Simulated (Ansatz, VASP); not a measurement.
## C: VASP beside Ansatz

```xyz
2
Lattice="0.0000 1.7834 1.7834 1.7834 0.0000 1.7834 1.7834 1.7834 0.0000" Properties=species:S:1:pos:R:3 pbc="T T T"
C     1.7834    1.7834    1.7834
C     2.6751    2.6751    2.6751
```

This isn't the form of C at room conditions, which is graphite.

Alike in both runs: task relaxation of cell and atoms; functional r2SCAN; k mesh 12 × 12 × 12; occupations gaussian, width 0.02 eV; no spin polarisation.

|  | VASP | Ansatz |
| --- | --- | --- |
| version | VASP 6.6.1 | Ansatz 0.2.0 |
| potentials or method | VASP PAW PBE potentials, release 64 (C) | scalar-relativistic, plane waves, PAW |
| plane-wave cutoff (eV) | 600 | 500 |
| valence electrons in the cell | 8 | 8 |

```csv
,VASP,Ansatz,Ansatz less VASP
"gap on the k mesh at the Fermi level, each at its own relaxed structure (eV)",4.35,4.39,+0.031
relaxed volume (Å³/atom),5.65,5.64,-0.004
relaxed cell length with the largest relative difference (Å),2.518,2.518,-0.0006
```

Caveats: the PAW data sets were made with another functional, which shifts forces and pressure a little (VASP).
